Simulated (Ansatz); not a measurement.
# Ionic part of the dielectric constant of Li₂Se at -1 GPa, mode by mode

Method: Ansatz 0.2.0, DFT PBE, scalar-relativistic, plane waves, PAW. Settings: 420 eV plane-wave cutoff, Γ-centred 8×8×8 mesh, fixed occupations. No spin polarisation. Phonons by linear response, acoustic sum rule imposed.

Symmetry: Fm-3m, No. 225, cubic system. The conventional cell has a = 6.069 Å, b = 6.069 Å, c = 6.069 Å, α = 90.00°, β = 90.00°, γ = 90.00°. Around Li (site symmetry -43m) lie 4 Se at 2.63 Å. Se (site symmetry m-3m) has 8 Li at 2.63 Å as nearest neighbours.

The primitive cell has V = 55.90 Å³ and ε∞,yy = 4.321. Each polar mode adds Δε = (4.92064×10⁷/V)·S/ν² along y, with S its oscillator strength in e²/amu, ν in cm⁻¹ and V in Å³.

Q: From these modes, find each Δε and ε0,yy.
```tsv
ν (cm⁻¹)	S_yy (e²/amu)
255.5	0.3225
```

A:
| ν (cm⁻¹) | Δε |
| --- | --- |
| 255.5 | 4.35 |

The sum is 4.349, so ε0,yy = 8.67; the run's tensor has 8.67.

Q: Where do the longitudinal modes lie for a wave vector along y?

A: At 362 cm⁻¹. The Lyddane–Sachs–Teller product Π(ν_LO/ν_TO)² = 2.01 matches ε0/ε∞ = 2.01.